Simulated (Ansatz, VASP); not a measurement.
# Two plane-wave programs on Mg2Ge3

```
Mg Ge
1.0
    -4.15809    4.15809    4.15809
     4.15809   -4.15809    4.15809
     4.15809    4.15809   -4.15809
Mg Ge
4 6
Direct
  0.00000 0.25000 0.50000
  0.25000 0.25000 0.25000
  0.25000 0.50000 0.00000
  0.50000 0.00000 0.25000
  0.62500 0.25000 0.87500
  0.87500 0.62500 0.25000
  0.75000 0.62500 0.87500
  0.25000 0.87500 0.62500
  0.87500 0.75000 0.62500
  0.62500 0.87500 0.75000
```

Alike in both runs: functional PBE; k mesh 4 × 4 × 4; occupations gaussian, width 0.1 eV; no spin polarisation.

Ansatz relaxed the structure, and its values are those at the end. VASP's run is a single point on that final structure, the one shown.

|  | VASP | Ansatz |
| --- | --- | --- |
| version | VASP 6.6.1 | Ansatz 0.2.0 |
| potentials or method | VASP PAW PBE potentials, release 64 (Mg, Ge_d) | scalar-relativistic, plane waves, PAW |
| plane-wave cutoff (eV) | 520 | 420 |
| valence electrons in the cell | 92 | 124 |

|  | VASP | Ansatz | Ansatz less VASP |
| --- | --- | --- | --- |
| gap on the k mesh at the Fermi level (eV) | none | none | - |
| pressure (GPa) | 0.0 | 0.0 | +0.02 |

A gap of «none» marks a metal or a gap that the smearing closes. The two sets of potentials don't hold the same shells in valence.
